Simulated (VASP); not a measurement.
# Zn (Im-3m) in VASP: a series of runs

Runs on Zn. Level: PBEsol. Tasks: single point.

Program: VASP 6.6.1. These are calculated values, not measurements. Logs are shortened: lines on timing, memory, paths and dates and some standing lists are left out, and cuts for length are marked.

**1. Starting point**

It takes space group Im-3m (No. 229, cubic). Conventional cell: a = 3.215 Å, b = 3.215 Å, c = 3.215 Å, α = 90.00°, β = 90.00°, γ = 90.00°. Around Zn (site symmetry m-3m) lie 8 Zn at 2.78 Å.

This isn't the form of Zn at room conditions, which is hcp.

**2. Single point, PBEsol**

Input file INCAR:

```
SYSTEM = Zn
PREC = Accurate ; ENCUT = 520
EDIFF = 1E-7 ; ISMEAR = 1
SIGMA = 0.05 ; LREAL = .False.
LASPH = .True. ; NELM = 60
ALGO = Normal ; ISIF = 2
LWAVE = .False. ; LCHARG = .True.
GGA = PS ; LELF = .True.
LVHAR = .True. ; NBANDS = 12
```

Input file KPOINTS:

```
Automatic mesh
0
Gamma
  10 10 10
  0 0 0
```

Input file POSCAR:

```
Zn
1.0
   -1.6073212004      1.6073212004      1.6073212004
    1.6073212004     -1.6073212004      1.6073212004
    1.6073212004      1.6073212004     -1.6073212004
Zn
1
Direct
    0.0000000000      0.0000000000      0.0000000000
```

Potentials or basis: VASP PAW PBE potentials, release 64 (Zn).

Started as:

```
$ cat potpaw_PBE.64/Zn/POTCAR > POTCAR
$ mpirun -np 1 vasp_std > vasp.out
```

OUTCAR:

```text
SYSTEM = Zn
   PREC = Accurate
   ENCUT = 520
   EDIFF = 1E-7
   ISMEAR = 1
   LREAL = .False.
   LASPH = .True.
   NELM = 60
   ISIF = 2
   GGA = PS

 ion  position               nearest neighbor table
   1  0.000  0.000  0.000-

  LATTYP: Found a body centered cubic cell.
 ALAT       =     3.2146424008

  Lattice vectors:

 A1 = (  -1.6073212004,   1.6073212004,   1.6073212004)
 A2 = (   1.6073212004,  -1.6073212004,   1.6073212004)
 A3 = (   1.6073212004,   1.6073212004,  -1.6073212004)

Analysis of symmetry for initial positions (statically):
=====================================================================
 Subroutine PRICEL returns:
 Original cell was already a primitive cell.

 Routine SETGRP: Setting up the symmetry group for a
 body centered cubic supercell.

 Subroutine GETGRP returns: Found 48 space group operations
 (whereof 48 operations were pure point group operations)
 out of a pool of 48 trial point group operations.

The static configuration has the point symmetry O_h .

Analysis of symmetry for dynamics (positions and initial velocities):
=====================================================================
 Subroutine PRICEL returns:
 Original cell was already a primitive cell.

 Routine SETGRP: Setting up the symmetry group for a
 body centered cubic supercell.

 Subroutine GETGRP returns: Found 48 space group operations
 (whereof 48 operations were pure point group operations)
 out of a pool of 48 trial point group operations.

The dynamic configuration has the point symmetry O_h .

 Subroutine INISYM returns: Found 48 space group operations
 (whereof 48 operations are pure point group operations),
 and found     1 'primitive' translations

----------------------------------------------------------------------------------------

                                     Primitive cell

  volume of cell :      16.6099

  direct lattice vectors                    reciprocal lattice vectors
    -1.607321200  1.607321200  1.607321200     0.000000000  0.311076591  0.311076591
     1.607321200 -1.607321200  1.607321200     0.311076591  0.000000000  0.311076591
     1.607321200  1.607321200 -1.607321200     0.311076591  0.311076591  0.000000000

  length of vectors
     2.783961983  2.783961983  2.783961983     0.439928734  0.439928734  0.439928734

  position of ions in fractional coordinates (direct lattice)
     0.000000000  0.000000000  0.000000000

[... 82 lines left out ...]
   ISYM   =      2    0-nonsym 1-usesym 2-fastsym
   POTIM  = 0.5000    time-step for ionic-motion
   TEBEG  =    0.0;   TEEND  =   0.0 temperature during run
   PSTRESS=    0.0 pullay stress
   NELECT =      12.0000    total number of electrons
   NUPDOWN=      -1.0000    fix difference up-down
   EMIN   =  10.00;   EMAX   =-10.00  energy-range for DOS
   EFERMI =   0.00;   METHOD = LEGACY
   ISMEAR =     1;   SIGMA  =   0.05  broadening in eV -4-tet -1-fermi 0-gaus
   EFERMI_NEDOS =   21; number of points for ismear=-14 and -15
   IALGO  =     38    algorithm
   IMIX   =      4    mixing-type and parameters
     AMIX     =   0.40;   BMIX     =  1.00
     AMIX_MAG =   1.60;   BMIX_MAG =  1.00
  volume/ion in A,a.u.               =      16.61       112.09
  Fermi-wavevector in a.u.,A,eV,Ry     =   1.468969  2.775949 29.359595  2.157869
  Thomas-Fermi vector in A             =   2.584403
   LORBIT       =      0    0 simple, 1 ext, 2 COOP (PROOUT), +10 PAW based schemes
   GGA     = PS    functional components
   LHFCALC =     F    Hartree Fock is set to
   AEXX    =    0.0000 exact exchange contribution
   IVDW    =     0    specifies the selected vdW correction
   LEPSILON=     F    determine dielectric tensor
   LRPA    =     F    only Hartree local field effects (RPA)
 non-spin polarized calculation
 Methfessel and Paxton  Order N= 1 SIGMA  =   0.05
  energy-cutoff  :      520.00
  volume of cell :       16.61
 maximum number of plane-waves:       466
 NGX is ok and might be reduce to    24
   NGX = 11   NGY = 11   NGZ = 11

 number of electron      12.0000007 magnetization

 Free energy of the ion-electron system (eV)
  ---------------------------------------------------
  ext. energy  EPLUGINS =         0.00000000
  ---------------------------------------------------
  free energy    TOTEN  =        -1.43231405 eV

  energy without entropy =       -1.43161157  energy(sigma->0) =       -1.43207989

 E-fermi :   2.5787     XC(G=0): -11.2582

 val. band max:        2.3661464084   @ k =  -0.4000  -0.4000   0.1000
 cond. band min:       2.5936474026   @ k =   0.4000   0.1000   0.0000
 fundamental gap:      0.2275009942
 Fermi energy:         2.5787018661

 k-point     1 :       0.0000    0.0000    0.0000
  band No.  band energies     occupation
      1      -7.3656      2.00000
      2      -5.1120      2.00000
      3      -5.1120      2.00000
      4      -5.1120      2.00000
      5      -4.6715      2.00000
      6      -4.6715      2.00000
      7      20.2000      0.00000
      8      20.2000      0.00000
      9      20.2000      0.00000
     10      22.5128      0.00000
     11      22.5128      0.00000
     12      22.5128      0.00000
[... 331 lines left out ...]
 k-point    24 :      -0.3000    0.3000    0.1000
  band No.  band energies     occupation
      1      -5.5143      2.00000
      2      -5.2130      2.00000
      3      -4.8635      2.00000
      4      -4.7535      2.00000
      5      -4.6603      2.00000
      6      -3.8168      2.00000
      7       8.1900      0.00000
      8      13.0840      0.00000
      9      14.6256      0.00000
     10      19.1517      0.00000
     11      19.9836      0.00000
     12      21.9098      0.00000

 [... further k-points ...]

------------------------ aborting loop because EDIFF is reached ----------------------------------------

  FORCE on cell =-STRESS in cart. coord.  units (eV):
  Direction    XX          YY          ZZ          XY          YZ          ZX
  --------------------------------------------------------------------------------------
  -------------------------------------------------------------------------------------
  Total       -0.8667478     -0.8667478     -0.8667478     -0.0000000      0.0000000     -0.0000000
  in kB      -83.6055945    -83.6055945    -83.6055945     -0.0000000      0.0000000     -0.0000000
  external PRESSURE =     -83.6055945 kB  Pullay stress =       0.0000000 kB

 VOLUME and BASIS-vectors are now :
 -----------------------------------------------------------------------------
  energy-cutoff  :      520.00
  volume of cell :       16.61
      direct lattice vectors                 reciprocal lattice vectors
    -1.607321200  1.607321200  1.607321200     0.000000000  0.311076591  0.311076591
     1.607321200 -1.607321200  1.607321200     0.311076591  0.000000000  0.311076591
     1.607321200  1.607321200 -1.607321200     0.311076591  0.311076591  0.000000000

 POSITION                                       TOTAL-FORCE (eV/Angst)
 -----------------------------------------------------------------------------------
      0.00000      0.00000      0.00000         0.000000      0.000000      0.000000
 -----------------------------------------------------------------------------------
    total drift:                                0.000000      0.000000      0.000000

  FREE ENERGIE OF THE ION-ELECTRON SYSTEM (eV)
  ---------------------------------------------------
  free  energy   TOTEN  =        -1.4323140497 eV

  energy  without entropy=       -1.4316115660  energy(sigma->0) =       -1.43207989
```

OSZICAR:

```text
N       E                     dE             d eps       ncg     rms          rms(c)
DAV:   1     0.412948258396E+02    0.41295E+02   -0.65849E+03  1168   0.156E+03
DAV:   2    -0.212767229505E+00   -0.41508E+02   -0.38002E+02  1164   0.206E+02
DAV:   3    -0.154000089224E+01   -0.13272E+01   -0.13253E+01  1320   0.368E+01
DAV:   4    -0.154331611710E+01   -0.33152E-02   -0.33151E-02  1244   0.181E+00
DAV:   5    -0.154331907702E+01   -0.29599E-05   -0.29601E-05  1308   0.509E-02    0.237E+00
DAV:   6    -0.144022793254E+01    0.10309E+00   -0.55533E-01  1268   0.149E+01    0.187E+00
DAV:   7    -0.143486113115E+01    0.53668E-02   -0.10734E-02  1284   0.201E+00    0.948E-01
DAV:   8    -0.143231544187E+01    0.25457E-02   -0.11219E-03  1416   0.449E-01    0.347E-02
DAV:   9    -0.143231395075E+01    0.14911E-05   -0.81907E-05  1700   0.136E-01    0.213E-02
DAV:  10    -0.143231410257E+01   -0.15182E-06   -0.61293E-06  1212   0.409E-02    0.120E-03
DAV:  11    -0.143231404966E+01    0.52910E-07   -0.78964E-08   868   0.469E-03
   1 F= -.14323140E+01 E0= -.14320799E+01  d E =-.702484E-03
```

Run time: 5.6 s. Hardware: 1 thread of Intel Xeon Platinum 8559C (Emerald Rapids), shared host; peak memory 0.13 GiB.

Results:

| Item | Value |
| --- | --- |
| Free energy | -1.4323 eV |
| Pressure | -8.4 GPa |
| Band gap on the k mesh | none (metal or under the smearing width) |

Levels at points of the mesh, in eV from the Fermi level:
| k point | band 2 | band 3 | band 4 | band 5 | band 6 | band 7 | band 8 | band 9 | band 10 | band 11 |
| --- | --- | --- | --- | --- | --- | --- | --- | --- | --- | --- |
| (0.00, 0.00, 0.00) | -7.69 | -7.69 | -7.69 | -7.25 | -7.25 | 17.62 | 17.62 | 17.62 | 19.93 | 19.93 |
| (0.50, 0.00, 0.00) | -7.95 | -7.27 | -7.22 | -6.96 | -2.53 | -1.28 | 10.51 | 11.99 | 14.50 | 15.66 |
| (0.50, 0.50, 0.50) | -8.16 | -7.03 | -7.03 | -7.03 | 3.88 | 3.88 | 3.88 | 6.45 | 8.12 | 8.12 |

Caveat: the PAW data sets were made with another functional, which shifts forces and pressure a little.

(Part 1 of 2 ends here.)
